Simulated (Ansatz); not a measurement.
# FeO (I4/mmm) in Ansatz: a series of runs

Runs on FeO. Level: PBE. Tasks: single point.

Everything below comes from runs of Ansatz 0.2.0. Logs are shortened: lines on timing, memory, paths and dates and some standing lists are left out, and cuts for length are marked.

### 1 Starting point

It takes space group I4/mmm (No. 139, tetragonal). The conventional cell has a = 3.204 Å, b = 3.204 Å, c = 4.167 Å, α = 90.00°, β = 90.00°, γ = 90.00°. Around Fe (site symmetry 4/mmm) lie 6 O at 2.08 to 2.27 Å. Around O (site symmetry 4/mmm) lie 6 Fe at 2.08 to 2.27 Å.

The cell comes from a database or a generator and needn't be the stable form of this composition.

### 2 Single point, PBE

Contents of input.yaml:

```yaml
crystal:
  lattice:
    - [-1.602103413, 1.602103413, 2.08339225]
    - [1.602103413, -1.602103413, 2.08339225]
    - [1.602103413, 1.602103413, -2.08339225]
  atoms:
    - { symbol: Fe, position: [0.0, 0.0, 0.0] }
    - { symbol: O, position: [0.5, 0.5, 0.0] }
hamiltonian:
  xc: pbe
  pseudopotentials: { kind: paw }
kpoints:
  mp_grid: { grid: [12, 12, 12] }
scf:
  occupations: { method: fermi_dirac, width: 0.05 }
output:
  forces: true
  stress: true
  eigenvalues: true
```

Potentials or basis: Ansatz PAW.

On the command line:

```sh
ansatz run input.yaml --threads 2 --pin off --max-ram 5632MiB --backend cpu --events-out ev --progress --plain --runs-dir out
```

The log of the run:

```text
Warning: RAYON_NUM_THREADS=2 ignored (pool sized by the plan → 2); use --threads N
Engine: ansatz 0.2.0, aarch64-unknown-linux-gnu
Pseudopotentials: kind: paw
Pseudopotential: Fe, paw, valence charge 16, recommended cutoff 420 eV (normal), Fe.paw.azcp
Pseudopotential: O, paw, valence charge 6, recommended cutoff 420 eV (normal), O.paw.azcp
Functional definition: PBE
  parameter kappa = 0.804
  parameter beta = 0.06672455060314922
  exchange = pbe_x(kappa = kappa, mu = beta*pi^2/3)
  correlation = pbe_c(beta = beta)
Crystal: 2 atoms, lattice volume = 21.390 Å³
Basis set: ecut = 420 eV, 411 PW (Γ), exchange–correlation on 48×48×48 points (8 copies of the dense FFT grid, shifted against one another)
Bands: 15, of which v1, the nominal top of the filled ones, is band 11 counted from 1 (10 counted from 0)
Symmetry: 16 space group operations
Space group: I4/mmm (ITA 139), of the structure as read, at distance tolerance 2.8e-5 Å
k-points: 163 of 1728
Non-local potential: Fe, projectors of the file, l = 0: 3, l = 1: 2, l = 2: 3, l = 3: 1
Non-local potential: O, projectors of the file, l = 0: 2, l = 1: 2, l = 2: 1
PAW form: soft (Blöchl's): semilocal exchange-correlation on the pseudo side does not see the compensation charge
PAW one-centre angular grid: Fe, 590 points (default); XC on 64 Gauss nodes
PAW one-centre angular grid: O, 110 points (default); XC on 64 Gauss nodes
Initial density: superposition of atomic densities (neutral atoms: chi_scale 0, normalization atom), corrected by the library's trained network
Initial wavefunctions: pseudopotential atomic-orbital guess
Functional: x = pbe(κ = 0.804, μ = 0.2195149727645171), c = pbe(β = 0.06672455060314922)
SCF iter   1: F=—  HF=-5045.476975 eV  |F-HF|=—  |Δ(HF+E_count)|=         —  Δρ=1.11e-2  dr2=4.80e-3  ethr=1.77e-3  ⟨swp⟩=3.5  Hψ=10445  notcnv=0
preconditioner: auto → none  [metal: Δε(μ)=0.001 eV  Ē_g=9.500 eV  σ=0.050 eV  W_gap=0.01  n_scr=8 (ndim 8)  ℏωp=30.0 eV  f_vac=0.000  D(μ)=8.75/eV (n_scr^D=224)  sad-step TF]
SCF iter   2: F=—  HF=-5045.477334 eV  |F-HF|=—  |Δ(HF+E_count)|=   3.59e-4  Δρ=6.43e-3  dr2=1.76e-3  ethr=2.18e-5  ⟨swp⟩=1.0  Hψ=3750  notcnv=0
SCF iter   3: F=—  HF=-5045.478524 eV  |F-HF|=—  |Δ(HF+E_count)|=   1.19e-3  Δρ=9.92e-3  dr2=5.19e-3  ethr=8.01e-6  ⟨swp⟩=1.6  Hψ=2922  notcnv=0  recentre
SCF iter   4: F=—  HF=-5045.477373 eV  |F-HF|=—  |Δ(HF+E_count)|=   1.15e-3  Δρ=4.80e-4  dr2=2.15e-5  ethr=8.01e-6  ⟨swp⟩=1.0  Hψ=2445  notcnv=0
SCF iter   5: F=—  HF=-5045.477374 eV  |F-HF|=—  |Δ(HF+E_count)|=   9.96e-7  Δρ=1.41e-4  dr2=1.13e-6  ethr=9.75e-8  ⟨swp⟩=2.0  Hψ=3044  notcnv=0
SCF iter   6: F=-5045.477375 eV  HF=-5045.477375 eV  |F-HF|=5.30e-9  |Δ(HF+E_count)|=   3.69e-7  Δρ=3.23e-5  dr2=7.50e-8  ethr=4.55e-10  ⟨swp⟩=2.7  Hψ=9906  notcnv=0
SCF 1 converged in 6 iterations: F = -5045.477375 eV  dr2 = 7.50e-8
SCF converged after 6 iterations
Free energy (F): -5045.477375 eV
Harris-Foulkes:  -5045.477375 eV  (|F-HF|=5.30e-9)
Internal energy: -5045.408707 eV  (E = F + TS)
E sigma→0 (E₀):  -5045.443041 eV
Entropy (-TS):   -0.068667 eV (-34.334 meV/atom)
Fermi energy:    12.654850 eV
--- Per-component energies (eV) ---
  E_band       = -286.249888
  E_kinetic    = 515.968389
  E_local      = -2696.101883  (includes V_loc(G=0)·N_el)
  E_nonlocal   = 274.785490
  E_hartree    = 1098.313665
  E_xc         = -187.131966
  E_vxc        = -239.885519  (∫ρ·V_xc dr)
  E_paw        = -1526.193121  (= ΣΔE_a)
  E_vpaw       = -337.654093  (= ΣTr[D̂ρ^β])
  E_aug_tail   = 0.002901  (compensation charges beyond the density's cutoff)
  E_ewald      = -2525.052183
  E_smearing   = -0.068667  (= −TS)
  E_closure    = -0.000000  (closes the sum)
  Σ components = -5045.477375   (vs F -5045.477375, Δ=0.00e0)
--- Forces (eV/Å), atoms counted from 1 ---
  atom   1  Fe     0.00000000    -0.00000000     0.00000000
  atom   2  O      0.00000000     0.00000000     0.00000000
  max |Σ_I F_I| component: 3.16e-30 eV/Å
--- Stress (GPa, compression-positive) ---
      -29.085661       0.000000       0.000000
        0.000000     -29.085661      -0.000000
        0.000000      -0.000000     -31.131426
  P = ⅓ Tr σ = -29.7676 GPa (-297.676 kbar)
--- Band table (eV; the first three rows and the last of 163) ---
  k-point 0: bands = ["-74.0841", "-40.3177", "-40.0892", "-40.0892", "-7.3518", "9.0330", "9.3005", "9.3005", "11.3644", "11.3644", "11.7291", "11.8090", "11.9155", "13.5818", "28.5661"]
  k-point 1: bands = ["-74.0837", "-40.3190", "-40.0920", "-40.0899", "-7.2841", "8.5891", "8.9037", "9.1976", "11.2996", "11.5353", "11.8466", "11.9447", "12.3415", "14.0118", "27.6451"]
  k-point 2: bands = ["-74.0828", "-40.3224", "-40.0996", "-40.0917", "-7.1026", "7.5030", "8.6336", "8.9780", "11.1253", "11.9074", "11.9388", "12.2356", "12.7551", "15.3083", "26.5516"]
  k-point 162: bands = ["-74.0774", "-40.3605", "-40.1113", "-40.1113", "-6.3147", "6.2743", "8.0788", "8.0788", "10.5362", "12.4988", "12.6218", "12.6218", "12.6715", "18.9816", "22.2278"]
```

Wall time 1.7 s (2 threads of Arm Neoverse V1, shared host); peak memory 0.33 GiB.

Results:

| Quantity | Value |
| --- | --- |
| Free energy | -5045.4774 eV |
| Pressure | -29.8 GPa |
| Band gap on the k mesh | none (metal or under the smearing width) |

Levels at points of the mesh, in eV from the Fermi level:
| k point | band 7 | band 8 | band 9 | band 10 | band 11 | band 12 | band 13 | band 14 | band 15 |
| --- | --- | --- | --- | --- | --- | --- | --- | --- | --- |
| (0.00, 0.00, 0.00) | -3.35 | -3.35 | -1.29 | -1.29 | -0.93 | -0.85 | -0.74 | 0.93 | 15.91 |
| (0.00, 0.00, -0.50) | -4.60 | -4.10 | -2.20 | -0.39 | 0.01 | 0.03 | 0.05 | 6.18 | 8.55 |
| (0.00, -0.50, 0.00) | -5.32 | -5.11 | -0.29 | -0.22 | -0.03 | 1.34 | 1.79 | 4.75 | 8.76 |
| (-0.50, -0.50, -0.50) | -4.58 | -4.58 | -2.12 | -0.16 | -0.03 | -0.03 | 0.02 | 6.33 | 9.57 |

Caveat: a pressure of tens of GPa on the cell as given is suspect, and the run, the potentials or the cell itself is likely at fault; the pressure holds a Pulay correction of +0.6 GPa for the finite cutoff; the run has no spin polarisation, though such a crystal can be magnetic; semilocal functionals often make such compounds metallic where correlation or magnetic order opens a gap, which also shifts bond lengths.

### 3 Single point, PBE, collinear spin, ferromagnetic start

Edit input.yaml of step 2 so:

```diff
@@ -6,3 +6,3 @@
   atoms:
-    - { symbol: Fe, position: [0.0, 0.0, 0.0] }
+    - { symbol: Fe, position: [0.0, 0.0, 0.0], spin: 3.0 }
     - { symbol: O, position: [0.5, 0.5, 0.0] }
@@ -11,2 +11,4 @@
   pseudopotentials: { kind: paw }
+magnetization:
+  spin_polarized: true
 kpoints:
```

Potentials or basis: Ansatz PAW.

On the command line:

```sh
ansatz run input.yaml --threads 2 --pin off --max-ram 5632MiB --backend cpu --events-out ev --progress --plain --runs-dir out
```

The log of the run:

```text
Warning: RAYON_NUM_THREADS=2 ignored (pool sized by the plan → 2); use --threads N
[... 9 set-up lines as earlier in the session ...]
Crystal: 2 atoms, lattice volume = 21.390 Å³
Basis set: ecut = 420 eV, 411 PW (Γ), exchange–correlation on 48×48×48 points (8 copies of the dense FFT grid, shifted against one another)
[... 44 lines left out ...]
  E_kinetic    = 513.089010
  E_local      = -2693.634850  (includes V_loc(G=0)·N_el)
  E_nonlocal   = 279.304814
  E_hartree    = 1095.793135
  E_xc         = -187.250664
  E_vxc        = -240.049815  (∫ρ·V_xc dr)
  E_paw        = -1529.295598  (= ΣΔE_a)
  E_vpaw       = -341.512189  (= ΣTr[D̂ρ^β])
  E_aug_tail   = 0.002942  (compensation charges beyond the density's cutoff)
  E_ewald      = -2525.052183
  E_smearing   = -0.013139  (= −TS)
  E_closure    = 0.000000  (closes the sum)
  Σ components = -5047.056532   (vs F -5047.056532, Δ=0.00e0)
--- Forces (eV/Å), atoms counted from 1 ---
  atom   1  Fe    -0.00000000     0.00000000    -0.00000000
  atom   2  O      0.00000000     0.00000000     0.00000000
  max |Σ_I F_I| component: 2.56e-30 eV/Å
--- Stress (GPa, compression-positive) ---
      -10.248885       0.000000       0.000000
        0.000000     -10.248885      -0.000000
        0.000000      -0.000000      -5.603036
  P = ⅓ Tr σ = -8.7003 GPa (-87.003 kbar)
--- Band table (eV; the first three rows and the last of 326) ---
  k-point 0 ↑: bands = ["-76.5045", "-42.5704", "-42.5220", "-42.5220", "-6.9345", "9.4985", "9.4985", "9.5545", "9.6363", "9.7683", "9.7797", "9.7797", "9.8361", "13.1917", "28.4792", "29.8490", "29.8490"]
  k-point 1 ↑: bands = ["-76.5042", "-42.5715", "-42.5244", "-42.5225", "-6.8626", "8.4835", "9.1192", "9.4100", "9.4492", "9.7343", "9.9531", "10.2209", "10.6383", "13.7676", "27.3563", "28.9883", "29.4731"]
  k-point 2 ↑: bands = ["-76.5034", "-42.5746", "-42.5310", "-42.5242", "-6.6698", "7.3532", "8.7979", "9.1037", "9.3160", "9.7954", "10.3155", "10.5505", "11.0084", "15.1396", "26.1340", "26.7067", "27.8741"]
  k-point 162 ↓: bands = ["-72.3475", "-38.5174", "-38.5174", "-38.4919", "-5.2728", "6.9827", "8.9960", "8.9960", "11.4385", "14.1193", "14.1193", "14.2238", "14.5136", "19.6260", "22.8049", "24.2275", "27.6267"]
```

Wall time 6.3 s (2 threads of Arm Neoverse V1, shared host); peak memory 0.38 GiB.

What came out:

```
Free energy            : -5047.0565 eV
Pressure               : -8.7 GPa
Band gap on the k mesh : none (metal or under the smearing width)
Net moment             : 4.00 μB per cell
Absolute moment        : 4.01 μB per cell
Site moments           : Fe +3.40; O +0.31 μB
```

Levels at points of the mesh, in eV from the Fermi level:
Spin up:
| k point | band 10 | band 11 | band 12 | band 13 | band 14 | band 15 | band 16 | band 17 |
| --- | --- | --- | --- | --- | --- | --- | --- | --- |
| (0.00, 0.00, 0.00) | -3.63 | -3.62 | -3.62 | -3.57 | -0.21 | 15.08 | 16.45 | 16.45 |
| (0.00, 0.00, -0.50) | -3.38 | -2.90 | -2.87 | -2.81 | 4.75 | 7.85 | 10.78 | 13.54 |
| (0.00, -0.50, 0.00) | -3.04 | -2.51 | -0.84 | -0.23 | 3.79 | 7.80 | 11.12 | 13.07 |
| (-0.50, -0.50, -0.50) | -3.29 | -2.86 | -2.86 | -2.80 | 4.88 | 8.90 | 9.74 | 13.22 |
Spin down:
| k point | band 6 | band 7 | band 8 | band 9 | band 10 | band 11 | band 12 | band 13 |
| --- | --- | --- | --- | --- | --- | --- | --- | --- |
| (0.00, 0.00, 0.00) | -3.38 | -3.06 | -3.06 | -0.73 | -0.73 | -0.47 | -0.26 | 0.14 |
| (0.00, 0.00, -0.50) | -6.59 | -4.45 | -3.89 | -1.84 | 0.51 | 0.62 | 0.79 | 1.09 |
| (0.00, -0.50, 0.00) | -7.61 | -4.99 | -4.82 | 0.23 | 0.52 | 0.62 | 2.28 | 2.85 |
| (-0.50, -0.50, -0.50) | -6.42 | -4.41 | -4.41 | -1.96 | 0.72 | 0.72 | 0.82 | 1.11 |

Caveat: the pressure holds a Pulay correction of +0.6 GPa for the finite cutoff; a cell with one magnetic atom can't hold antiferromagnetic order, which such compounds often take; semilocal functionals often make such compounds metallic where correlation or magnetic order opens a gap, which also shifts bond lengths. With open d or f shells a metallic result of PBE can be an artefact of self-interaction; +U or a hybrid may open a gap.
